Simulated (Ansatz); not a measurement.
Bi (simple hexagonal type), DFT, PBE, PAW with Ansatz's default frozen-core files, scalar-relativistic (Ansatz 0.2.0), on 1 thread of Arm Neoverse V1 (shared host).

Command: `ansatz run input.yaml --threads 1 --pin off --max-ram 2048MiB --backend cpu --events-out ev --progress --plain --runs-dir out`

```yaml
crystal:
  lattice:
    - [2.9903533625, 0.0, 0.0]
    - [-1.4951766813, 2.5897219782, 0.0]
    - [0.0, 0.0, 2.8355784713]
  atoms:
    - { symbol: Bi, position: [0.0, 0.0, 0.0] }
kpoints:
  mp_grid: { grid: [14, 14, 13] }
scf:
  occupations: { method: fermi_dirac, width: 0.1 }
hamiltonian:
  xc: pbe
  pseudopotentials: { kind: paw }
output:
  forces: true
  stress: true
  eigenvalues: true
  populations: true
```

How large is the problem that the program sets up?

168 irreducible k-points, 405 plane waves at Γ, 12 bands.

About how long does it take?

3.6 s of wall time for 6 SCF iterations. Times on shared machines scatter by tens of per cent.
